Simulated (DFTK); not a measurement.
# Zr (Im-3m) in DFTK: reference runs

Reference runs on Zr: the cell as given and a disturbed copy.

Everything below comes from runs of DFTK 0.8.2. Logs are shortened: lines on timing, memory, paths and dates and some standing lists are left out, and cuts for length are marked.

### 1 The structure

The structure is cubic, space group Im-3m (No. 229). The conventional cell has a = 3.620 Å, b = 3.620 Å, c = 3.620 Å, α = 90.00°, β = 90.00°, γ = 90.00°. Zr (site symmetry m-3m) is surrounded by 8 Zr at 3.14 Å.

This isn't the form of Zr at room conditions, which is hcp.

### 2 Single point, PBE

run.jl

```julia
using DFTK
using PseudoPotentialData
using Unitful, UnitfulAtomic
using LinearAlgebra, Printf
include("save.jl")
disable_threading()

# lattice vectors are the columns
lattice = austrip(1u"Å") * [         -1.81           1.81           1.81;
                     1.81          -1.81           1.81;
                     1.81           1.81          -1.81]
symbols   = [:Zr]
positions = [[0.0, 0.0, 0.0]]
pseudopotentials = PseudoFamily("dojo.nc.sr.pbe.v0_4_1.standard.upf")
elements = Dict(s => ElementPsp(s, pseudopotentials) for s in unique(symbols))
atoms    = [elements[s] for s in symbols]

build_model(lattice, positions; symmetries=true) =
    model_DFT(lattice, atoms, positions;
              functionals=PBE(),
              temperature=austrip(0.05u"eV"),
              smearing=Smearing.FermiDirac(),
              symmetries)
Ecut  = 33.0  # hartree
kgrid = [10, 10, 10]
tol   = 1e-6
to_GPa = ustrip(uconvert(u"GPa", 1u"hartree/bohr^3"))

model = build_model(lattice, positions)
basis = PlaneWaveBasis(model; Ecut, kgrid)
display(basis)
scfres = self_consistent_field(basis;
                               tol,
                               nbandsalg=AdaptiveBands(model; n_bands_converge=11))
display(scfres.energies)
@printf "Fermi level: %.6f eV\n" ustrip(auconvert(u"eV", something(scfres.εF, NaN)))
forces = compute_forces_cart(scfres)
println("Forces (eV/Å)")
for (s, f) in zip(symbols, forces)
    @printf "%-3s %12.6f %12.6f %12.6f\n" s ustrip.(auconvert.(u"eV/Å", f))...
end
stress = compute_stresses_cart(scfres)
println("Stress (GPa)")
display(round.(stress * to_GPa; digits=4))
println("Levels at the first k-point (eV): ", round.(ustrip.(auconvert.(u"eV", scfres.eigenvalues[1][1:scfres.n_bands_converge])); digits=4))
save_scf!(scfres; forces, stress)
```

Potentials or basis: dojo.nc.sr.pbe.v0_4_1.standard.upf (PBE).

Launch:

```
> julia --threads=1 run.jl  # save.jl only writes the numbers to a file and isn't shown; printed stress counts tension as positive; times include loading and compiling
```

Log:

```text
PlaneWaveBasis discretization:

    Ecut                 : 33.0 Ha
    fft_size             : (36, 36, 36), 46656 total points
    kgrid                : MonkhorstPack([10, 10, 10])
    num.   red. kpoints  : 1000
    num. irred. kpoints  : 47

    Discretized Model(gga_x_pbe+gga_c_pbe, 3D):
        lattice (in Bohr)    : [-3.4204   , 3.4204    , 3.4204    ]
                               [3.4204    , -3.4204   , 3.4204    ]
                               [3.4204    , 3.4204    , -3.4204   ]
        unit cell volume     : 160.06 Bohr³

        atoms                : Zr
        pseudopot. family    : PseudoFamily("dojo.nc.sr.pbe.v0_4_1.standard.upf")

        num. electrons       : 12
        spin polarization    : none
        temperature          : 0.0018375 Ha
        smearing             : DFTK.Smearing.FermiDirac()

        terms                : Kinetic()
                               AtomicLocal()
                               AtomicNonlocal()
                               Ewald(nothing)
                               PspCorrection()
                               Hartree()
                               Xc(gga_x_pbe, gga_c_pbe)
                               Entropy()
n     Energy            log10(ΔE)   log10(Δρ)   Diag   Δtime
---   ---------------   ---------   ---------   ----   ------
  1   -50.61149830259                   -1.14    4.4    5.09s
  2   -50.61584426739       -2.36       -1.39    1.0    3.00s
  3   -50.61787942354       -2.69       -2.18    2.1    3.42s
  4   -50.61791248782       -4.48       -2.68    2.2    3.28s
  5   -50.61791823181       -5.24       -3.39    2.2    2.66s
  6   -50.61791843290       -6.70       -4.09    2.1    3.42s
  7   -50.61791843608       -8.50       -4.70    2.1    3.28s
  8   -50.61791843618      -10.03       -5.26    2.2    3.38s
  9   -50.61791843620      -10.72       -5.83    2.0    2.21s
 10   -50.61791843620      -11.54       -6.74    2.2    3.55s
Energy breakdown (in Ha):
    Kinetic             14.4439254
    AtomicLocal         -30.4031176
    AtomicNonlocal      5.2894290
    Ewald               -38.3031926
    PspCorrection       1.4093461
    Hartree             6.9549129
    Xc                  -10.0086245
    Entropy             -0.0005971

    total               -50.617918436199
Fermi level: 10.384125 eV
Forces (eV/Å)
Zr      0.000000     0.000000    -0.000000
Stress (GPa)
3×3 StaticArraysCore.SMatrix{3, 3, Float64, 9} with indices SOneTo(3)×SOneTo(3):
  3.3028  -0.0     -0.0
 -0.0      3.3028  -0.0
 -0.0     -0.0      3.3028
Levels at the first k-point (eV): [-38.192, -15.7346, -15.7346, -15.7346, 5.0073, 11.456, 11.456, 11.456, 13.8756, 13.8756, 22.7621]
```

Wall time 75 s (1 thread of Intel Xeon Platinum 8375C at 2.90GHz (Ice Lake), shared host); peak memory 1.4 GiB.

Results:

```
Free energy            : -1377.3837 eV
Pressure               : -3.3 GPa
Band gap on the k mesh : none (metal or under the smearing width)
```

Levels at points of the mesh, in eV from the Fermi level:
```
              k point  band 2  band 3  band 4  band 5  band 6  band 7  band 8  band 9  band 10  band 11
   (0.00, 0.00, 0.00)  -26.12  -26.12  -26.12   -5.38    1.07    1.07    1.07    3.49     3.49    12.38
  (-0.50, 0.00, 0.00)  -27.03  -26.41  -26.13   -2.77   -0.67    1.47    3.47    4.13     6.12     9.96
(-0.50, -0.50, -0.50)  -26.74  -26.74  -26.74   -2.50   -2.50    5.47    5.47    5.47     7.23     7.23
```

### 3 Single point, PBE (cell strained at random at fixed volume)

Changes to run.jl since step 2:

```diff
@@ -8,7 +8,7 @@
 # lattice vectors are the columns
-lattice = austrip(1u"Å") * [         -1.81           1.81           1.81;
-                     1.81          -1.81           1.81;
-                     1.81           1.81          -1.81]
+lattice = austrip(1u"Å") * [     -1.844271       1.879124        1.75054;
+                 1.860235      -1.871496       1.777765;
+                  1.77457       1.820684      -1.785831]
 symbols   = [:Zr]
-positions = [[0.0, 0.0, 0.0]]
+positions = [[0.022387, -0.003988, 0.012007]]
 pseudopotentials = PseudoFamily("dojo.nc.sr.pbe.v0_4_1.standard.upf")
```

Potentials or basis: dojo.nc.sr.pbe.v0_4_1.standard.upf (PBE).

Launch:

```
> julia --threads=1 run.jl  # save.jl only writes the numbers to a file and isn't shown; printed stress counts tension as positive; times include loading and compiling
```

Wall time 14 min (1 thread of Intel Xeon Platinum 8375C at 2.90GHz (Ice Lake), shared host); peak memory 4.3 GiB.

It converged, with:

```yaml
Free_energy: -1377.3777 eV
Pressure: -3.3 GPa
Band_gap_on_the_k_mesh: none (metal or under the smearing width)
```

Stress tensor (GPa, compression positive):
```
-3.22  1.41 -0.58
 1.41 -3.23  0.35
-0.58  0.35 -3.38
```

Levels at points of the mesh, in eV from the Fermi level:
```tsv
k point	band 3	band 4	band 5	band 6	band 7	band 8	band 9	band 10
(0.00, 0.00, 0.00)	-26.09	-26.04	-5.35	0.78	0.96	1.48	3.52	3.61
(-0.50, 0.00, 0.00)	-26.40	-26.09	-2.74	-0.68	1.55	3.53	4.15	6.16
(0.00, -0.50, 0.00)	-26.36	-26.08	-2.74	-0.74	1.41	3.65	4.28	6.03
(-0.50, -0.50, 0.00)	-26.32	-26.06	-2.77	-0.68	1.15	3.65	4.39	5.91
(0.00, 0.00, -0.50)	-26.44	-26.12	-2.73	-0.49	1.79	3.21	3.80	6.37
(-0.50, 0.00, -0.50)	-26.41	-26.11	-2.73	-0.68	1.65	3.49	4.07	6.21
(0.00, -0.50, -0.50)	-26.37	-26.09	-2.73	-0.68	1.48	3.55	4.18	6.06
(-0.50, -0.50, -0.50)	-26.72	-26.65	-2.48	-2.47	5.07	5.53	5.87	7.00
```
